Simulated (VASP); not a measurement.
Here is a VASP 6.6.1 calculation.

Contents of INCAR:

```
SYSTEM = Sc
PREC = Accurate
ENCUT = 520
EDIFF = 1E-6
ISMEAR = -1
SIGMA = 0.1
LREAL = .False.
LASPH = .True.
NELM = 80
ALGO = Normal
ISIF = 2
LWAVE = .False.
LCHARG = .True.
GGA = RP
LELF = .True.
LVHAR = .True.
NBANDS = 12
```

File KPOINTS:

```
Automatic mesh
0
Gamma
  13 13 13
  0 0 0
```

The input POSCAR:

```
Sc
1.0
    0.0000000000      2.3762496930      2.3762496930
    2.3762496930      0.0000000000      2.3762496930
    2.3762496930      2.3762496930      0.0000000000
Sc
1
Direct
    0.0000000000      0.0000000000      0.0000000000
```

Potentials or basis: VASP PAW PBE potentials, release 64 (Sc_sv).

Run with:

```sh
$ cat potpaw_PBE.64/Sc_sv/POTCAR > POTCAR
$ mpirun -np 1 vasp_std > vasp.out
```

Task: Predict the pressure.

Result: -1.8 GPa.

Task: What does it give for the band gap on the k mesh?

Result: None (metal or under the smearing width).

Caveat: the PAW data sets were made with another functional, which shifts forces and pressure a little.
